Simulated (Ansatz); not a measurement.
## SiO2: Quadrupolar parameters

The cell is an entry of the Crystallography Open Database (COD), its atoms then relaxed with PBE in this cell.

```cif
data_SiO2
_symmetry_space_group_name_H-M 'Pbcn'
_symmetry_Int_Tables_number 60
_cell_length_a 4.0970
_cell_length_b 5.0462
_cell_length_c 4.4946
_cell_angle_alpha 90.000
_cell_angle_beta 90.000
_cell_angle_gamma 90.000
loop_
_atom_site_label
_atom_site_type_symbol
_atom_site_symmetry_multiplicity
_atom_site_Wyckoff_symbol
_atom_site_fract_x
_atom_site_fract_y
_atom_site_fract_z
Si Si 4 c 0.0000 0.1524 0.2500
O O 8 d 0.7316 0.6172 0.9200
```

One atom of each set is listed.

All values are calculated (Ansatz; DFT, PBE, plane waves and PAW (field gradients read without the response of the frozen cores, which leaves them typically 4 to 6 % off), scalar-relativistic, 420 eV cutoff, Γ-centred 5×4×5 k-points, Fermi–Dirac smearing 0.02 eV), not measured.

V_zz is the principal component of the electric field gradient with the largest magnitude, η = (V_xx − V_yy)/V_zz and C_Q = eQV_zz/h. ν_Q = 3|C_Q|/[2I(2I − 1)].

¹⁷O: I = 5/2, Q = -25.58 mb. Q values from Pyykkö, Mol. Phys. 116, 1328 (2018).

Problem. Give the quadrupolar parameters of the distinct sites.

Solution. 

```csv
site,atoms,first shell,C_Q (MHz),η,ν_Q (MHz)
O,8,3 Si at 1.77–1.83 Å,7.32,0.41,1.10
```

At O V_zz stands upright on the plane through its three neighbours (within 3°).

Si has no stable isotope with a ground-state quadrupole moment in the table, so these sites are left out.

At this cell the PBE pressure is 6 GPa, so with PBE the cell would grow if it were relaxed.

The relaxation (6 steps) took 9.8 s of wall time (9.6 s of CPU time) and 0.46 GiB at its peak, on 1 thread of AMD EPYC 9R45 (Zen 5) (x86_64; 16 cores open to the job, memory cap 3.0 GiB, no GPU), a shared host with a load of 0.2 a core.
